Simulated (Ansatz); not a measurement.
**Zone-centre phonons of AlAs at 35 GPa: input and output**

These are results of DFT PBEsol, scalar-relativistic, plane waves, PAW (Ansatz 0.2.0), not measurements.

Launched with:
```bash
ansatz run input.yaml --threads 1 --pin off --max-ram 3072MiB --backend cpu --events-out ev --progress --plain --runs-dir out
```

Input (bare energies are in eV):
```yaml
crystal:
  lattice:
    - [0.0, 2.5889808312, 2.5889808312]
    - [2.5889808312, 0.0, 2.5889808312]
    - [2.5889808312, 2.5889808312, 0.0]
  atoms:
    - { symbol: Al, position: [0.0, 0.0, 0.0] }
    - { symbol: As, position: [0.75, 0.75, 0.75] }
basis:
  ecutwfc: 420
kpoints:
  mp_grid: { grid: [10, 10, 10] }
hamiltonian:
  xc: pbesol
scf:
  occupations: { method: fixed }
output:
  eigenvalues: true
phonons:
  method: dfpt
  dielectric: true
  rigid_motions: translations
  eigenvectors: true
```

The end of the output:
```
--- Phonons (Γ-DFPT): 2 representative perturbations + reference, on 171 of 1000 k-points (Σ response iterations 6) ---
  k mesh reduced under 4 symmetry operations, with k and −k counted as one. Each operation leaves every solved perturbation unchanged. A smaller set is not considered because the run solves the response ...
  ASR residual: 8.718e-5 → 0.000e0 eV/Å²; symmetrization residual: 5.775e-7 eV/Å²
  ASR residual per site (eV/Å²): 7.72e-7 8.72e-5
  Γ frequencies (cm⁻¹): 0.00 0.00 0.00 480.76 480.76 480.76
  ε∞ (high-frequency dielectric tensor):
        8.892369    -0.000000    -0.000000
       -0.000000     8.892369     0.000000
       -0.000000     0.000000     8.892369
  ε⁰ (static dielectric tensor: ions relaxed, cell fixed):
       10.117550    -0.000000    -0.000000
       -0.000000    10.117550     0.000000
       -0.000000     0.000000    10.117550
  ε⁰ − ε∞ (ionic part):
        1.225181     0.000000    -0.000000
        0.000000     1.225181     0.000000
       -0.000000     0.000000     1.225181
  softest optical mode at Γ: 480.76 cm⁻¹; the repairs (sum rule, projections) moved no ω² at Γ by more than (0.59 cm⁻¹)²
  Born effective charges Z* (e; rows j = field, columns β = displacement):
    site 0:
         1.99052    0.00000   -0.00000
         0.00000    1.99052    0.00000
         0.00000   -0.00000    1.99052
    site 1:
        -1.99052   -0.00000    0.00000
        -0.00000   -1.99052   -0.00000
        -0.00000    0.00000   -1.99052
  Z* charge neutrality: 2.528e-4 e pre-enforcement
  solved inside a basis spanned on kpoints, on 10×10×10 k-points, its susceptibility summed on 14×14×14: ε∞ is read to err by 2.4e-2, Z* by 1.6e-2 e (field_mesh: kpoints solves on kpoints); Z* is corrected for ...
  optical modes at Γ without the LO–TO term, one row a degenerate level:
      ω (cm⁻¹) modes IR ((D/Å)²/amu)
        480.76      3            13.8239
  optical modes at Γ + LO–TO along q̂ = [1.0000, 0.0000, 0.0000]:
      ω (cm⁻¹) modes IR ((D/Å)²/amu)
        480.76      2             9.2159
        512.81      1             4.6080
  optical modes at Γ + LO–TO along q̂ = [0.0000, 1.0000, 0.0000]:
      ω (cm⁻¹) modes IR ((D/Å)²/amu)
        480.76      2             9.2159
        512.81      1             4.6080
  optical modes at Γ + LO–TO along q̂ = [0.0000, 0.0000, 1.0000]:
      ω (cm⁻¹) modes IR ((D/Å)²/amu)
        480.76      2             9.2159
        512.81      1             4.6080
```

Time: 55 s on 1 thread of AMD EPYC 7R43 64-Core Processor (Zen 3), with other jobs on the host, peak memory 0.66 GiB.

Other phases may be more stable at this pressure. The bands were filled as in an insulator; under compression the gap may have closed between mesh points.